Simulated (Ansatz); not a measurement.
Density of states of K (P6_3/mmc, a = 4.607 Å, b = 4.607 Å, c = 7.534 Å, α = 90.00°, β = 90.00°, γ = 120.00°), in states per eV and primitive cell, averaged over bins of 0.5 eV. Level of theory: Ansatz, DFT PBE+D3(BJ), scalar-relativistic, plane waves, PAW.

Plane waves to 420 eV, a k mesh through Γ of 12×12×6 on the computed 2-atom cell and Gaussian smearing (0.10 eV); no spin polarisation.

The cell is relaxed at this level. The states (both spins) are summed by tetrahedra on a 18×18×9 mesh at the self-consistent density. Energies are bin centres; the table starts no lower than −8 eV and ends at 6 eV, or lower where the solved bands end.

It is a metal at this level.

```tsv
E − E_F (eV)	total	K 4s
-2.00	0.35	0.35
-1.50	0.70	0.69
-1.00	0.97	0.94
-0.50	1.23	1.17
0.00	1.55	1.38
0.50	1.90	1.36
1.00	2.15	0.70
1.50	3.01	0.29
2.00	2.62	0.16
```

The columns after the total are the Löwdin projections on the occupied valence shells of the potentials. The rest of the total lies in shells that are empty in the free atom, which aren't projected, and between the atoms.

This form isn't the element's structure at ambient conditions.

Cost: 1 run of about 0.49 core-minutes, on Intel Xeon Platinum 8375C (Ice Lake) (shared hosts).